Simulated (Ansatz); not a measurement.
Base system: BaSnO₃ in the cubic perovskite structure (space group Pm-3m, No. 221; a = 4.122 Å). Axes: x, y, z lie along the cube axes.

Level of theory: PBEsol (Ansatz, a quantum-chemistry and plane-wave program, PAW, without spin-orbit coupling).

A first run, uniaxial strain ε_yy = +2.16 %, gives secant values C11 ≈ 250 GPa and C12 ≈ 79 GPa from its stress. A second run applies biaxial strain +1.13 %, plane normal [001], relaxed out of plane.

Task: What does linear elasticity predict for −ε⊥/ε∥ in the second run, and what does the run give?

Result: Linear elasticity: 2 C12/C11 = 0.63. The run gives 0.57; any difference comes from nonlinear terms at these strains and numerical noise.

Stability against distortions was not tested.
